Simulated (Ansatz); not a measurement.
CuO (Tenorite):

```
Cu O
1.0
     2.34185   -1.71130    0.00000
     2.34185    1.71130    0.00000
    -0.85003    0.00000    5.05787
Cu O
2 2
Direct
  0.50000 0.00000 0.50000
  0.00000 0.50000 0.00000
  0.41840 0.58160 0.75000
  0.58160 0.41840 0.25000
```

Base run:

| Quantity | Value |
| --- | --- |
| Program | Ansatz 0.2.0 |
| Functional | PBE |
| Potentials or basis | Ansatz PAW |
| Cutoff | 500 eV |
| Density cutoff | 2000 eV |
| k mesh | 10 × 10 × 5 |
| Occupations | fermi-dirac, width 0.05 eV |
| Spin | no spin polarisation |

Its results: band gap on the k mesh none (metal or under the smearing width); pressure 5.7 GPa; largest force 0.261 eV/Å.

Question: The run is repeated on the same cell with these changes: functional from PBE to r2SCAN. What comes out?

Answer: Band gap on the k mesh none (metal or under the smearing width); pressure -1.3 GPa; largest force 0.285 eV/Å.

Caveats: the run has no spin polarisation, though such a crystal can be magnetic; semilocal functionals often make such compounds metallic where correlation or magnetic order opens a gap, which also shifts bond lengths; the PAW data sets come from PBE, with cores solved anew for the run's functional, which leaves a small shift of forces and pressure (some runs).

Not every run made on this cell is shown here.
